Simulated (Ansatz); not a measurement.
Input of an Ansatz 0.2.0 run:

input.yaml

```yaml
crystal:
  lattice:
    - [0.0, 2.72525, 2.72525]
    - [2.72525, 0.0, 2.72525]
    - [2.72525, 2.72525, 0.0]
  atoms:
    - { symbol: Ga, position: [0.0, 0.0, 0.0] }
    - { symbol: P, position: [0.75, 0.75, 0.75] }
hamiltonian:
  xc: pbesol
  pseudopotentials: { kind: paw }
kpoints:
  mp_grid: { grid: [6, 6, 6] }
scf:
  occupations: { method: fixed }
phonons:
  method: dfpt
  dielectric: true
  rigid_motions: translations
  qmesh: [2, 2, 2]
  temperatures: { t_max: 1000, t_step: 100 }
  qpath:
    path:
      - [[0.0, 0.0, 0.0], [0.5, 0.0, 0.5], [0.5, 0.25, 0.75], [0.375, 0.375, 0.75], [0.0, 0.0, 0.0], [0.5, 0.5, 0.5], [0.625, 0.25, 0.625], [0.5, 0.25, 0.75], [0.5, 0.5, 0.5], [0.375, 0.375, 0.75]]
      - [[0.625, 0.25, 0.625], [0.5, 0.0, 0.5]]
    npoints: 8
```

Potentials or basis: Ansatz PAW.

Launch:

```sh
$ ansatz run input.yaml --threads 2 --pin off --max-ram 5632MiB --backend cpu --events-out ev --progress --plain --runs-dir out
```

Question: Estimate the electronic dielectric tensor (diagonal).

Answer: 10.68.

Question: Estimate the Born charges (mean of the diagonal).

Answer: Ga +2.12; P -2.12 e.

Question: Estimate the highest phonon frequency, LO-TO splitting left out.

Answer: 360 cm⁻¹.

Phonon frequencies in cm⁻¹ (negative: imaginary):
```csv
q point,frequencies
"(0.000, 0.000, 0.000)",0 0 0 355 355 355
"(0.000, 0.000, -0.500)",78 78 228 351 351 360
"(0.000, -0.500, -0.500)",100 100 246 350 350 356
```

Caveat: the q mesh is small, so phonon branches between its points and thermal values are rough.

**The experiment to reproduce.**

“Stacking defects in GaP nanowires: Electronic structure and optical properties”, 2018, arxiv:1810.01194 quotes, for a bulk crystal of GaP at 10 K: band gap 2.34 eV (indirect).

A measured gap of GaP is 2.34 eV (indirect; 10 K; quoted in “Stacking defects in GaP nanowires: Electronic structure and optical properties”, 2018, arxiv:1810.01194); the calculated 1.51 eV misses it by -0.83 eV. Spin-orbit coupling on Ga is left out. The value is that of PBEsol on a finite k mesh, which can miss the band edges, without temperature or zero-point motion. Semilocal functionals fall short of measured gaps as a rule.
